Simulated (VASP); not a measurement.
# Sm (I4/mmm) in VASP: a series of runs, part 2 of 2

VASP 6.6.1.

## 4. Single point, PBE, collinear spin, ferromagnetic start

Input file INCAR:

```
SYSTEM = Sm
PREC = Accurate
ENCUT = 460
EDIFF = 1E-6
ISMEAR = 1
SIGMA = 0.2
LREAL = .False.
LASPH = .True.
NELM = 100
ALGO = Normal
ISIF = 2
LWAVE = .False.
LCHARG = .False.
ISPIN = 2
MAGMOM = 5
LORBIT = 11
LMAXMIX = 6
GGA = PE
ADDGRID = .True.
```

Input file KPOINTS:

```
regular mesh
0
Gamma
  5 5 5
  0 0 0
```

Input file POSCAR:

```
Sm
1.0
   -1.8424340000      1.8281900000      2.5309280000
    1.8521830000     -1.8921630000      2.5832430000
    1.7732950000      1.8230240000     -2.5763240000
Sm
1
Direct
    0.0008670000     -0.0165060000      0.0081580000
```

Potentials or basis: VASP PAW PBE potentials, release 64 (Sm).

The run is started by

```console
$ cat potpaw_PBE.64/Sm/POTCAR > POTCAR
$ mpirun -np 1 vasp_std > vasp.out
```

OUTCAR:

```text
SYSTEM = Sm
   PREC = Accurate
   ENCUT = 460
   EDIFF = 1E-6
   ISMEAR = 1
   LREAL = .False.
   LASPH = .True.
   NELM = 100
   ISIF = 2
   ISPIN = 2
   LORBIT = 11
   GGA = PE

 Found     63 irreducible k-points:

 Following reciprocal coordinates:
            Coordinates               Weight
  0.000000  0.000000  0.000000      1.000000
  0.200000  0.000000  0.000000      2.000000
  0.400000 -0.000000  0.000000      2.000000
  0.000000  0.200000 -0.000000      2.000000
  0.200000  0.200000 -0.000000      2.000000
  0.400000  0.200000  0.000000      2.000000
   k-points           NKPTS =     63   k-points in BZ     NKDIM =     63   number of bands    NBANDS=     15
   number of dos      NEDOS =    301   number of ions     NIONS =      1
   total plane-waves  NPLWV =  21952
   dimension x,y,z NGX =    28 NGY =   28 NGZ =   28
   dimension x,y,z NGXF=    56 NGYF=   56 NGZF=   56
   ions per type =               1
   NGX,Y,Z   is equivalent  to a cutoff of  12.84, 12.58, 12.86 a.u.
   NGXF,Y,Z  is equivalent  to a cutoff of  25.68, 25.17, 25.72 a.u.
 SYSTEM =  Sm
   PREC   = accura    normal or accurate (medium, high low for compatibility)
   ISTART =      0    job   : 0-new  1-cont  2-samecut
   ICHARG =      2    charge: 1-file 2-atom 10-const
   ISPIN  =      2    spin polarized calculation?
   LNONCOLLINEAR =      F non collinear calculations
   LSORBIT =      F    spin-orbit coupling
   LASPH  =      T    aspherical Exc in radial PAW
   ENCUT  =  460.0 eV  33.81 Ry    5.81 a.u.   6.34  6.47  6.33*2*pi/ulx,y,z
   NELM   =    100;   NELMIN=  2; NELMDL= -5     # of ELM steps
   EDIFF  = 0.1E-05   stopping-criterion for ELM
   LREAL  =      F    real-space projection
   EDIFFG = 0.1E-04   stopping-criterion for IOM
   NSW    =      0    number of steps for IOM
   IBRION =     -1    ionic relax: 0-MD 1-quasi-New 2-CG
   NFREE  =      0    steps in history (QN), initial steepest desc. (CG)
   ISIF   =      2    stress and relaxation
   ISYM   =      2    0-nonsym 1-usesym 2-fastsym
   POTIM  = 0.5000    time-step for ionic-motion
   TEBEG  =    0.0;   TEEND  =   0.0 temperature during run
   PSTRESS=    0.0 pullay stress
   NELECT =      16.0000    total number of electrons
   NUPDOWN=      -1.0000    fix difference up-down
   EMIN   =  10.00;   EMAX   =-10.00  energy-range for DOS
   EFERMI =   0.00;   METHOD = LEGACY
   ISMEAR =     1;   SIGMA  =   0.20  broadening in eV -4-tet -1-fermi 0-gaus
   EFERMI_NEDOS =   21; number of points for ismear=-14 and -15
   IALGO  =     38    algorithm
   IMIX   =      4    mixing-type and parameters
     AMIX     =   0.40;   BMIX     =  1.00
     AMIX_MAG =   1.60;   BMIX_MAG =  1.00
  volume/ion in A,a.u.               =      33.83       228.31
  Fermi-wavevector in a.u.,A,eV,Ry     =   1.275481  2.410310 22.134673  1.626853
  Thomas-Fermi vector in A             =   2.408191
   LORBIT       =     11    0 simple, 1 ext, 2 COOP (PROOUT), +10 PAW based schemes
   GGA     = PE    functional components
   LHFCALC =     F    Hartree Fock is set to
   AEXX    =    0.0000 exact exchange contribution
   IVDW    =     0    specifies the selected vdW correction
   LEPSILON=     F    determine dielectric tensor
   LRPA    =     F    only Hartree local field effects (RPA)
 spin polarized calculation
 Methfessel and Paxton  Order N= 1 SIGMA  =   0.20
  energy-cutoff  :      460.00
  volume of cell :       33.83
 maximum number of plane-waves:       768
 NGX is ok and might be reduce to    28
   NGX = 13   NGY = 13   NGZ = 13

 number of electron      16.0000000 magnetization       6.7636941

 Free energy of the ion-electron system (eV)
  ---------------------------------------------------
  ext. energy  EPLUGINS =         0.00000000
  ---------------------------------------------------
  free energy    TOTEN  =        -9.28695285 eV

  energy without entropy =       -9.27047957  energy(sigma->0) =       -9.28146176

 E-fermi :   3.1727     XC(G=0):  -9.7513

 val. band max:        3.1722879359   @ k =   0.0000   0.2000   0.4000
 cond. band min:       3.1748195972   @ k =  -0.4000   0.4000   0.2000
 fundamental gap:      0.0025316612
 Fermi energy:         3.1727098558

 spin component 1

 k-point     1 :       0.0000    0.0000    0.0000
  band No.  band energies     occupation
      1     -36.9013      1.00000
      2     -16.0767      1.00000
      3     -16.0518      1.00000
      4     -16.0381      1.00000
      5      -1.5279      1.00000
      6       2.8294      1.01784
      7       2.9141      1.03480
      8       2.9191      1.03519
      9       2.9219      1.03533
     10       2.9282      1.03546
     11       2.9389      1.03495
     12       2.9513      1.03297
     13       4.5915     -0.00000
     14       4.8966     -0.00000
     15       5.0498     -0.00000

 k-point     2 :       0.2000    0.0000    0.0000
  band No.  band energies     occupation
      1     -36.8639      1.00000
      2     -16.4230      1.00000
      3     -16.1235      1.00000
      4     -16.0971      1.00000
      5      -0.4708      1.00000
      6       2.7493      1.00538
      7       2.7835      1.00948
      8       2.7964      1.01151
      9       2.8875      1.03078
     10       2.9201      1.03524
     11       2.9759      1.02339
     12       2.9913      1.01258
     13       4.3342     -0.00000
     14       5.0455     -0.00000
     15       5.4040     -0.00000
[... 41 lines left out ...]
      3     -16.3320      1.00000
      4     -16.1245      1.00000
      5       0.9422      1.00000
      6       2.6529      1.00074
      7       2.7234      1.00333
      8       2.7422      1.00474
      9       2.7879      1.01013
     10       2.8318      1.01834
     11       3.0533      0.91870
     12       3.0896      0.82024
     13       3.8052     -0.00004
     14       4.5959     -0.00000
     15       5.9509     -0.00000

 k-point     6 :       0.4000    0.2000    0.0000
  band No.  band energies     occupation
      1     -36.7811      1.00000
      2     -16.9459      1.00000
      3     -16.4624      1.00000
      4     -16.2206      1.00000
      5       1.7609      1.00000
      6       2.5959      1.00018
      7       2.6606      1.00088
      8       2.6814      1.00140
      9       2.8050      1.01300
     10       3.0941      0.80581
     11       3.1539      0.57929
     12       3.1953      0.40491
     13       3.6233     -0.00325
     14       4.2516     -0.00000
     15       5.6308     -0.00000

 [... further k-points ...]

 spin component 2

 k-point     1 :       0.0000    0.0000    0.0000
  band No.  band energies     occupation
      1     -34.1702      1.00000
      2     -13.9286      1.00000
      3     -13.8989      1.00000
      4     -13.8849      1.00000
      5      -0.0596      1.00000
      6       5.9804     -0.00000
      7       6.1146     -0.00000
      8       6.2973     -0.00000
      9       6.4574     -0.00000
     10       6.6593     -0.00000
     11       6.7267     -0.00000
     12       6.7603     -0.00000
     13       7.3515      0.00000
     14       7.3609      0.00000
     15       7.3719      0.00000

 k-point     2 :       0.2000    0.0000    0.0000
  band No.  band energies     occupation
      1     -34.1265      1.00000
      2     -14.3169      1.00000
      3     -13.9797      1.00000
      4     -13.9507      1.00000
      5       1.0247      1.00000
      6       5.1790     -0.00000
      7       6.1641     -0.00000
      8       6.4638     -0.00000
      9       6.5136     -0.00000
     10       6.7019     -0.00000
     11       6.7690     -0.00000
     12       6.9074     -0.00000
     13       7.3216      0.00000
     14       7.3613      0.00000
     15       7.4410      0.00000
[... 41 lines left out ...]
      3     -14.2113      1.00000
      4     -13.9817      1.00000
      5       2.4739      1.00000
      6       4.6627     -0.00000
      7       5.3680     -0.00000
      8       6.4986     -0.00000
      9       6.6877     -0.00000
     10       6.7578     -0.00000
     11       6.9201     -0.00000
     12       6.9491     -0.00000
     13       7.1744      0.00000
     14       7.2317      0.00000
     15       7.7618      0.00000

 k-point     6 :       0.4000    0.2000    0.0000
  band No.  band energies     occupation
      1     -34.0294      1.00000
      2     -14.8981      1.00000
      3     -14.3572      1.00000
      4     -14.0895      1.00000
      5       3.3423     -0.00136
      6       4.3220     -0.00000
      7       5.6029     -0.00000
      8       6.4768     -0.00000
      9       6.7775     -0.00000
     10       6.8156     -0.00000
     11       6.8907     -0.00000
     12       6.9996     -0.00000
     13       7.1023     -0.00000
     14       7.1230     -0.00000
     15       7.6584      0.00000

 [... further k-points ...]
[... 5 lines left out ...]
  --------------------------------------------------------------------------------------
  -------------------------------------------------------------------------------------
  Total        0.6154434      0.5354731      0.5969377      0.0567058      0.1287929     -0.0143522
  in kB       29.1458337     25.3586469     28.2694543      2.6854425      6.0993021     -0.6796844
  external PRESSURE =      27.5913116 kB  Pullay stress =       0.0000000 kB

 VOLUME and BASIS-vectors are now :
 -----------------------------------------------------------------------------
  energy-cutoff  :      460.00
  volume of cell :       33.83
      direct lattice vectors                 reciprocal lattice vectors
    -1.842434000  1.828190000  2.530928000     0.004892204  0.276448139  0.198983867
     1.852183000 -1.892163000  2.583243000     0.275599134  0.007644485  0.195105370
     1.773295000  1.823024000 -2.576324000     0.281145287  0.279242012  0.002957090

 POSITION                                       TOTAL-FORCE (eV/Angst)
 -----------------------------------------------------------------------------------
      1.83448     -1.84447      2.52178         0.000000      0.000000      0.000000
 -----------------------------------------------------------------------------------
    total drift:                               -0.000001     -0.000001      0.000001

  FREE ENERGIE OF THE ION-ELECTRON SYSTEM (eV)
  ---------------------------------------------------
  free  energy   TOTEN  =        -9.2869528546 eV

  energy  without entropy=       -9.2704795727  energy(sigma->0) =       -9.28146176

 total charge

# of ion       s       p       d       f       tot
--------------------------------------------------
    1        2.079   5.613   0.462   5.524  13.678

 magnetization (x)

# of ion       s       p       d       f       tot
--------------------------------------------------
    1        0.001  -0.051   0.311   5.520   5.780
```

OSZICAR:

```text
N       E                     dE             d eps       ncg     rms          rms(c)
DAV:   1     0.896351650307E+02    0.89635E+02   -0.54158E+03  4459   0.400E+03
DAV:   2     0.342539090977E+01   -0.86210E+02   -0.80037E+02  5058   0.271E+02
DAV:   3    -0.619313235320E+01   -0.96185E+01   -0.93612E+01  5737   0.928E+01
[... 18 lines left out ...]
DAV:  22    -0.928694555555E+01   -0.32053E-04   -0.31383E-04  6216   0.355E-01    0.138E-01
DAV:  23    -0.928695488042E+01   -0.93249E-05   -0.62766E-05  6821   0.194E-01    0.118E-01
DAV:  24    -0.928695651180E+01   -0.16314E-05   -0.63212E-05  6354   0.174E-01    0.101E-01
DAV:  25    -0.928695342584E+01    0.30860E-05   -0.30854E-05  5371   0.153E-01    0.102E-01
DAV:  26    -0.928695210599E+01    0.13198E-05   -0.13179E-05  3921   0.995E-02    0.876E-02
DAV:  27    -0.928695285463E+01   -0.74863E-06   -0.66151E-06  3698   0.621E-02
   1 F= -.92869529E+01 E0= -.92814618E+01  d E =-.164733E-01  mag=     6.7649
```

Wall time 2.6 min (1 thread of Intel Xeon Platinum 8488C (Sapphire Rapids), shared host); peak memory 0.32 GiB.

These settings aren't checked as converged: the numbers below hold their error.

What came out:

```
Free energy                                           : -9.2870 eV
Pressure                                              : 2.8 GPa
Band gap on the k mesh                                : none (metal or under the smearing width)
Net moment                                            : 6.76 μB per cell
Site moments                                          : Sm +5.78 μB
Valence electrons inside the program's atomic spheres : Sm 13.68
```

Caveat: the k mesh is coarse (spacing up to 0.50 Å⁻¹), so the values aren't converged; the magnetic or orbital state may not be the lowest; spin-orbit coupling is left out, which moves the levels of the heavy elements.

## 5. Single point, PBE, collinear spin, ferromagnetic start

Changes to INCAR since step 4:

```diff
@@ -7,3 +7,3 @@
 LREAL = .False.
-LASPH = .True.
+LASPH = .False.
 NELM = 100
@@ -18,2 +18,2 @@
 GGA = PE
-ADDGRID = .True.
+ADDGRID = .False.
```

KPOINTS is that of step 4.

Input file POSCAR:

```
Sm
1.0
   -1.8173030691      1.8173030691      2.5609871902
    1.8173030691     -1.8173030691      2.5609871902
    1.8173030691      1.8173030691     -2.5609871902
Sm
1
Direct
    0.0000000000      0.0000000000      0.0000000000
```

The run is started by

```console
$ cat potpaw_PBE.64/Sm/POTCAR > POTCAR
$ mpirun -np 1 vasp_std > vasp.out
```

Wall time 22 s (1 thread of Intel Xeon Platinum 8488C (Sapphire Rapids), shared host); peak memory 0.18 GiB.

These settings aren't checked as converged: the numbers below hold their error.

Results:

| Property | Result |
| --- | --- |
| Free energy | -9.2418 eV |
| Pressure | 2.6 GPa |
| Band gap on the k mesh | none (metal or under the smearing width) |
| Net moment | 6.78 μB per cell |
| Site moments | Sm +5.79 μB |
| Valence electrons inside the program's atomic spheres | Sm 13.69 |

Caveat: the k mesh is coarse (spacing up to 0.49 Å⁻¹), so the values aren't converged; the magnetic or orbital state may not be the lowest; spin-orbit coupling is left out, which moves the levels of the heavy elements.

## 6. Single point, PBE, collinear spin, ferromagnetic start

INCAR is that of step 5.

KPOINTS is that of step 5.

Input file POSCAR:

```
Sm
1.0
   -1.8424340000      1.8281900000      2.5309280000
    1.8521830000     -1.8921630000      2.5832430000
    1.7732950000      1.8230240000     -2.5763240000
Sm
1
Direct
    0.0008670000     -0.0165060000      0.0081580000
```

Potentials or basis: VASP PAW PBE potentials, release 64 (Sm).

The run is started by

```console
$ cat potpaw_PBE.64/Sm/POTCAR > POTCAR
$ mpirun -np 1 vasp_std > vasp.out
```

Wall time 74 s (1 thread of Intel Xeon Platinum 8488C (Sapphire Rapids), shared host); peak memory 0.21 GiB.

These settings aren't checked as converged: the numbers below hold their error.

What came out:

```yaml
Free_energy: -9.2394 eV
Pressure: 2.6 GPa
Band_gap_on_the_k_mesh: none (metal or under the smearing width)
Net_moment: 6.77 μB per cell
Site_moments: Sm +5.79 μB
Valence_electrons_inside_the_program's_atomic_spheres: Sm 13.69
```

Caveat: the k mesh is coarse (spacing up to 0.50 Å⁻¹), so the values aren't converged; the magnetic or orbital state may not be the lowest; spin-orbit coupling is left out, which moves the levels of the heavy elements.

## 7. For comparison

An earlier run on the cell as given: functional PBE; potentials or basis VASP PAW PBE potentials, release 64 (Sm); cutoff 520 eV; k mesh 10 × 10 × 10; occupations fermi-dirac, width 0.05 eV; collinear spin, ferromagnetic start; starting moments [5.0] μB.

- Pressure: 2.8 GPa
- Band gap on the k mesh: none (metal or under the smearing width)
- Net moment: 6.56 μB per cell
- Site moments: Sm +5.71 μB
- Valence electrons inside the program's atomic spheres: Sm 13.66
